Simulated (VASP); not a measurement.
# Y (Cmce) in VASP: a series of runs

The runs below take Y through single point, with PBE.

All numbers are computed with VASP 6.6.1; they aren't measurements. Logs are shortened: lines on timing, memory, paths and dates and some standing lists are left out, and cuts for length are marked.

### 1 Starting point

It takes space group Cmce (No. 64, orthorhombic). Conventional cell: a = 4.060 Å, b = 12.878 Å, c = 5.372 Å, α = 90.00°, β = 90.00°, γ = 90.00°. Y (site symmetry m) is surrounded by 3 Y at 2.66 to 2.70 Å.

The cell was built by a generator and needn't be a form met in nature.

### 2 Single point, PBE

Input file INCAR:

```
SYSTEM = Y
  PREC = Accurate
  ENCUT = 520
  EDIFF = 1E-6
  ISMEAR = 0
  SIGMA = 0.1
  LREAL = .FALSE.
  LASPH = .TRUE.
  NELM = 80
  ALGO = Fast
  ISIF = 2
  LWAVE = .FALSE.
  LCHARG = .FALSE.
  GGA = PE
  NBANDS = 30
```

Input file KPOINTS:

```
regular mesh
0
G
  6 6 4
  0 0 0
```

Input file POSCAR:

```
Y
1.0
    2.0298146149     -6.4389889595      0.0000000000
    2.0298146149      6.4389889595      0.0000000000
    0.0000000000      0.0000000000      5.3719565034
Y
4
Direct
    0.0980000000      0.9020000000      0.9100000000
    0.5980000000      0.4020000000      0.5900000000
    0.9020000000      0.0980000000      0.0900000000
    0.4020000000      0.5980000000      0.4100000000
```

Potentials or basis: VASP PAW PBE potentials, release 64 (Y_sv).

Launch:

```
$ cat potpaw_PBE.64/Y_sv/POTCAR > POTCAR
$ mpirun -np 1 vasp_std > vasp.out
```

OUTCAR:

```text
SYSTEM = Y
   PREC = Accurate
   ENCUT = 520
   EDIFF = 1E-6
   ISMEAR = 0
   LREAL = .FALSE.
   LASPH = .TRUE.
   NELM = 80
   ISIF = 2
   GGA = PE

 ion  position               nearest neighbor table
   1  0.098  0.902  0.910-   2 2.66   2 2.66   3 2.70   2 4.18   2 4.18   4 4.21   4 4.21   4 4.21
                             4 4.21
   2  0.598  0.402  0.590-   1 2.66   1 2.66   4 2.70   1 4.18   1 4.18   3 4.21   3 4.21   3 4.21
                             3 4.21
   3  0.902  0.098  0.090-   4 2.66   4 2.66   1 2.70   4 4.18   4 4.18   2 4.21   2 4.21   2 4.21
                             2 4.21
   4  0.402  0.598  0.410-   3 2.66   3 2.66   2 2.70   3 4.18   3 4.18   1 4.21   1 4.21   1 4.21
                             1 4.21

  LATTYP: Found a base centered orthorhombic cell.
 ALAT       =     4.0596292298
 B/A-ratio  =     3.1722054380
 C/A-ratio  =     1.3232628399

  Lattice vectors:

 A1 = (   2.0298146149,  -6.4389889595,   0.0000000000)
 A2 = (   2.0298146149,   6.4389889595,   0.0000000000)
 A3 = (   0.0000000000,   0.0000000000,   5.3719565034)

Analysis of symmetry for initial positions (statically):
=====================================================================
 Subroutine PRICEL returns:
 Original cell was already a primitive cell.

 Routine SETGRP: Setting up the symmetry group for a
 base centered orthorhombic supercell.

 Subroutine GETGRP returns: Found  8 space group operations
 (whereof  4 operations were pure point group operations)
 out of a pool of  8 trial point group operations.

The static configuration has the point symmetry C_2h.
 The point group associated with its full space group is D_2h.

Analysis of symmetry for dynamics (positions and initial velocities):
=====================================================================
 Subroutine PRICEL returns:
 Original cell was already a primitive cell.

 Routine SETGRP: Setting up the symmetry group for a
 base centered orthorhombic supercell.

 Subroutine GETGRP returns: Found  8 space group operations
 (whereof  4 operations were pure point group operations)
 out of a pool of  8 trial point group operations.

The dynamic configuration has the point symmetry C_2h.
 The point group associated with its full space group is D_2h.

 Subroutine INISYM returns: Found  8 space group operations
 (whereof  4 operations are pure point group operations),
 and found     1 'primitive' translations

----------------------------------------------------------------------------------------

                                     Primitive cell

  volume of cell :     140.4224

  direct lattice vectors                    reciprocal lattice vectors
     2.029814615 -6.438988959  0.000000000     0.246327914 -0.077651942  0.000000000
     2.029814615  6.438988959  0.000000000     0.246327914  0.077651942  0.000000000
     0.000000000  0.000000000  5.371956503     0.000000000  0.000000000  0.186151917

  length of vectors
     6.751349953  6.751349953  5.371956503     0.258277497  0.258277497  0.186151917

  position of ions in fractional coordinates (direct lattice)
     0.098000000  0.902000000  0.910000000
     0.598000000  0.402000000  0.590000000
     0.902000000  0.098000000  0.090000000
     0.402000000  0.598000000  0.410000000

  ion indices of the primitive-cell ions
   primitive index   ion index
                 1           1
                 2           2
                 3           3
                 4           4

----------------------------------------------------------------------------------------

 KPOINTS: regular mesh

Automatic generation of k-mesh.
 Grid dimensions read from file:
 generate k-points for:    6    6    4

 Generating k-lattice:

  Cartesian coordinates                     Fractional coordinates (reciprocal lattice)
     0.041054652 -0.012941990  0.000000000     0.166666667 -0.000000000  0.000000000
     0.041054652  0.012941990  0.000000000    -0.000000000  0.166666667  0.000000000
     0.000000000  0.000000000  0.046537979     0.000000000  0.000000000  0.250000000

  Length of vectors
     0.043046249  0.043046249  0.046537979

  Shift w.r.t. Gamma in fractional coordinates (k-lattice)
     0.000000000  0.000000000  0.000000000

 Subroutine IBZKPT returns following result:
 ===========================================

 Found     39 irreducible k-points:

 Following reciprocal coordinates:
            Coordinates               Weight
  0.000000  0.000000  0.000000      1.000000
  0.166667  0.000000  0.000000      4.000000
  0.333333  0.000000  0.000000      4.000000
  0.500000  0.000000  0.000000      2.000000
  0.166667  0.166667  0.000000      2.000000
  0.333333  0.166667  0.000000      4.000000
[... 16 lines left out ...]
  0.333333  0.333333  0.250000      4.000000
  0.500000  0.333333  0.250000      8.000000
 [... further k-points ...]
   k-points           NKPTS =     39   k-points in BZ     NKDIM =     39   number of bands    NBANDS=     30
   number of dos      NEDOS =    301   number of ions     NIONS =      4
   total plane-waves  NPLWV = 100000
   dimension x,y,z NGX =    50 NGY =   50 NGZ =   40
   dimension x,y,z NGXF=   100 NGYF=  100 NGZF=   80
   ions per type =               4
   NGX,Y,Z   is equivalent  to a cutoff of  12.31, 12.31, 12.38 a.u.
   NGXF,Y,Z  is equivalent  to a cutoff of  24.62, 24.62, 24.76 a.u.
 SYSTEM =  Y
   PREC   = accura    normal or accurate (medium, high low for compatibility)
   ISTART =      0    job   : 0-new  1-cont  2-samecut
   ICHARG =      2    charge: 1-file 2-atom 10-const
   ISPIN  =      1    spin polarized calculation?
   LNONCOLLINEAR =      F non collinear calculations
   LSORBIT =      F    spin-orbit coupling
   LASPH  =      T    aspherical Exc in radial PAW
   ENCUT  =  520.0 eV  38.22 Ry    6.18 a.u.  12.55 12.55  9.99*2*pi/ulx,y,z
   NELM   =     80;   NELMIN=  2; NELMDL= -5     # of ELM steps
   EDIFF  = 0.1E-05   stopping-criterion for ELM
   LREAL  =      F    real-space projection
   EDIFFG = 0.1E-04   stopping-criterion for IOM
   NSW    =      0    number of steps for IOM
   IBRION =     -1    ionic relax: 0-MD 1-quasi-New 2-CG
   NFREE  =      0    steps in history (QN), initial steepest desc. (CG)
   ISIF   =      2    stress and relaxation
   ISYM   =      2    0-nonsym 1-usesym 2-fastsym
   POTIM  = 0.5000    time-step for ionic-motion
   TEBEG  =    0.0;   TEEND  =   0.0 temperature during run
   PSTRESS=    0.0 pullay stress
   NELECT =      44.0000    total number of electrons
   NUPDOWN=      -1.0000    fix difference up-down
   EMIN   =  10.00;   EMAX   =-10.00  energy-range for DOS
   EFERMI =   0.00;   METHOD = LEGACY
   ISMEAR =     0;   SIGMA  =   0.10  broadening in eV -4-tet -1-fermi 0-gaus
   EFERMI_NEDOS =   21; number of points for ismear=-14 and -15
   IALGO  =     68    algorithm
   IMIX   =      4    mixing-type and parameters
     AMIX     =   0.40;   BMIX     =  1.00
     AMIX_MAG =   1.60;   BMIX_MAG =  1.00
  volume/ion in A,a.u.               =      35.11       236.90
  Fermi-wavevector in a.u.,A,eV,Ry     =   1.111937  2.101256 16.822298  1.236404
  Thomas-Fermi vector in A             =   2.248506
   LORBIT       =      0    0 simple, 1 ext, 2 COOP (PROOUT), +10 PAW based schemes
   GGA     = PE    functional components
   LHFCALC =     F    Hartree Fock is set to
   AEXX    =    0.0000 exact exchange contribution
   IVDW    =     0    specifies the selected vdW correction
   LEPSILON=     F    determine dielectric tensor
   LRPA    =     F    only Hartree local field effects (RPA)
 non-spin polarized calculation
 RMM-DIIS sequential band-by-band and
 Gauss-broadening in eV      SIGMA  =   0.10
  energy-cutoff  :      520.00
  volume of cell :      140.42
 maximum number of plane-waves:      3808
   NGX = 25   NGY = 25   NGZ = 19

 number of electron      44.0000002 magnetization

 Free energy of the ion-electron system (eV)
  ---------------------------------------------------
  ext. energy  EPLUGINS =         0.00000000
  ---------------------------------------------------
  free energy    TOTEN  =       -19.28931932 eV

  energy without entropy =      -19.26919764  energy(sigma->0) =      -19.27925848

 E-fermi :   2.2982     XC(G=0):  -8.9069

 val. band max:        2.2856693401   @ k =   0.5000   0.1667   0.5000
 cond. band min:       2.3032234146   @ k =   0.3333   0.3333   0.5000
 fundamental gap:      0.0175540745
 Fermi energy:         2.2981889420

 k-point     1 :       0.0000    0.0000    0.0000
  band No.  band energies     occupation
      1     -40.8979      2.00000
      2     -40.6691      2.00000
      3     -40.3493      2.00000
      4     -40.1135      2.00000
      5     -21.6200      2.00000
      6     -21.5695      2.00000
[... 22 lines left out ...]
     29       4.4149      0.00000
     30       4.6410      0.00000

 k-point     2 :       0.1667    0.0000    0.0000
  band No.  band energies     occupation
      1     -40.8612      2.00000
      2     -40.6323      2.00000
      3     -40.3860      2.00000
      4     -40.1510      2.00000
      5     -21.6212      2.00000
      6     -21.6109      2.00000
[... 22 lines left out ...]
     29       3.9609      0.00000
     30       4.6579      0.00000

 k-point     3 :       0.3333    0.0000    0.0000
  band No.  band energies     occupation
      1     -40.7609      2.00000
      2     -40.5313      2.00000
      3     -40.4864      2.00000
      4     -40.2534      2.00000
      5     -21.6840      2.00000
      6     -21.6164      2.00000
[... 22 lines left out ...]
     29       4.0333      0.00000
     30       4.4089      0.00000

 k-point     4 :       0.5000    0.0000    0.0000
  band No.  band energies     occupation
      1     -40.6236      2.00000
      2     -40.6236      2.00000
      3     -40.3927      2.00000
      4     -40.3927      2.00000
      5     -21.6678      2.00000
      6     -21.6678      2.00000
[... 616 lines left out ...]
     29       3.9463      0.00000
     30       4.0737      0.00000

 k-point    23 :       0.3333    0.3333    0.2500
  band No.  band energies     occupation
      1     -40.7411      2.00000
      2     -40.6070      2.00000
      3     -40.4105      2.00000
      4     -40.2732      2.00000
      5     -21.6800      2.00000
      6     -21.5965      2.00000
[... 22 lines left out ...]
     29       4.1255      0.00000
     30       4.2645      0.00000

 k-point    24 :       0.5000    0.3333    0.2500
  band No.  band energies     occupation
      1     -40.8366      2.00000
      2     -40.6848      2.00000
      3     -40.3331      2.00000
      4     -40.1763      2.00000
      5     -21.6066      2.00000
      6     -21.5608      2.00000
[... 22 lines left out ...]
     29       3.8686      0.00000
     30       4.8051      0.00000

 [... further k-points ...]
[... 5 lines left out ...]
  --------------------------------------------------------------------------------------
  -------------------------------------------------------------------------------------
  Total        2.3707612     -1.2539884      0.1748584      0.0000000      0.0000000      0.0000000
  in kB       27.0496624    -14.3076258      1.9950814      0.0000000      0.0000000      0.0000000
  external PRESSURE =       4.9123726 kB  Pullay stress =       0.0000000 kB

 VOLUME and BASIS-vectors are now :
 -----------------------------------------------------------------------------
  energy-cutoff  :      520.00
  volume of cell :      140.42
      direct lattice vectors                 reciprocal lattice vectors
     2.029814615 -6.438988959  0.000000000     0.246327914 -0.077651942  0.000000000
     2.029814615  6.438988959  0.000000000     0.246327914  0.077651942  0.000000000
     0.000000000  0.000000000  5.371956503     0.000000000  0.000000000  0.186151917

 POSITION                                       TOTAL-FORCE (eV/Angst)
 -----------------------------------------------------------------------------------
      2.02981      5.17695      4.88848         0.000000     -1.387436      2.056462
      2.02981     -1.26204      3.16945         0.000000     -1.387436     -2.056462
      2.02981     -5.17695      0.48348         0.000000      1.387436     -2.056462
      2.02981      1.26204      2.20250         0.000000      1.387436      2.056462
 -----------------------------------------------------------------------------------
    total drift:                                0.000000     -0.000000      0.000000

  FREE ENERGIE OF THE ION-ELECTRON SYSTEM (eV)
  ---------------------------------------------------
  free  energy   TOTEN  =       -19.2893193202 eV

  energy  without entropy=      -19.2691976393  energy(sigma->0) =      -19.27925848
```

Run time: 11 min. Hardware: 1 thread of AMD EPYC 7R43 (Zen 3), shared host; peak memory 0.35 GiB.

What came out:

* Free energy: -19.2893 eV
* Pressure: 0.5 GPa
* Largest force: 2.481 eV/Å
* Band gap on the k mesh: none (metal or under the smearing width)

Forces in eV/Å, atoms in the order of the input:
```
Y    0.000 -1.387  2.056
Y    0.000 -1.387 -2.056
Y    0.000  1.387 -2.056
Y    0.000  1.387  2.056
```

Caveat: forces of over 1 eV/Å show positions far from the minimum, so gaps and moduli don't describe the material at rest.

### 3 Single point, PBE

This run uses another cell than the first one, of 33.62 Å³/atom, 0.958 times its volume.

Input file INCAR:

```
SYSTEM = Y
ALGO = Fast
EDIFF = 1E-6
ENCUT = 520
GGA = PE
ISIF = 2
ISMEAR = 0
LASPH = .TRUE.
LCHARG = .FALSE.
LREAL = .FALSE.
LWAVE = .FALSE.
NBANDS = 30
NELM = 60
PREC = Accurate
SIGMA = 0.1
```

Input file KPOINTS:

```
k-points
0
G
  4 4 4
  0 0 0
```

Input file POSCAR:

```
Y
1.0
    1.8580511704     -6.2468108750      0.0000000000
    1.8580511704      6.2468108750      0.0000000000
    0.0000000000      0.0000000000      5.7939482730
Y
4
Direct
    0.1378707755      0.8621292245      1.0000093859
    0.6378707755      0.3621292245      0.4999906141
    0.8621292245      0.1378707755     -0.0000093859
    0.3621292245      0.6378707755      0.5000093859
```

Potentials or basis: VASP PAW PBE potentials, release 64 (Y_sv).

Launch:

```
$ cat potpaw_PBE.64/Y_sv/POTCAR > POTCAR
$ mpirun -np 1 vasp_std > vasp.out
```

It took 5.9 min on 1 thread of AMD EPYC 7R43 (Zen 3), shared host; peak memory 0.33 GiB.

The run converged. Its results:

```yaml
Free_energy: -24.9253 eV
Pressure: -0.1 GPa
Largest_force: 0.024 eV/Å
Band_gap_on_the_k_mesh: none (metal or under the smearing width)
```

Forces in eV/Å, atoms in the order of the input:
```
Y    0.000 -0.024  0.000
Y    0.000 -0.024  0.000
Y    0.000  0.024  0.000
Y    0.000  0.024  0.000
```

Stress tensor (GPa, compression positive):
```
-0.29  0.00  0.00
 0.00 -0.14  0.00
 0.00  0.00  0.07
```

Levels at points of the mesh, in eV from the Fermi level:
| k point | band 19 | band 20 | band 21 | band 22 | band 23 | band 24 | band 25 | band 26 |
| --- | --- | --- | --- | --- | --- | --- | --- | --- |
| (0.00, 0.00, 0.00) | -1.82 | -1.48 | -0.94 | 0.01 | 0.82 | 0.89 | 1.11 | 1.44 |
| (0.50, 0.00, 0.00) | -0.73 | -0.73 | -0.22 | -0.22 | 0.30 | 0.30 | 0.44 | 0.44 |
| (0.50, 0.50, 0.00) | -1.33 | -1.09 | -0.82 | -0.43 | -0.31 | 0.91 | 1.18 | 1.30 |
| (0.00, 0.00, 0.50) | -0.78 | -0.78 | -0.77 | -0.77 | 0.81 | 0.81 | 1.34 | 1.34 |
| (0.50, 0.00, 0.50) | -1.40 | -1.40 | -0.47 | -0.47 | 0.05 | 0.05 | 0.69 | 0.69 |
| (0.50, 0.50, 0.50) | -2.08 | -2.08 | -0.31 | -0.31 | 0.75 | 0.75 | 1.58 | 1.58 |

Caveat: the k mesh is coarse (spacing up to 0.44 Å⁻¹), so the values aren't converged.
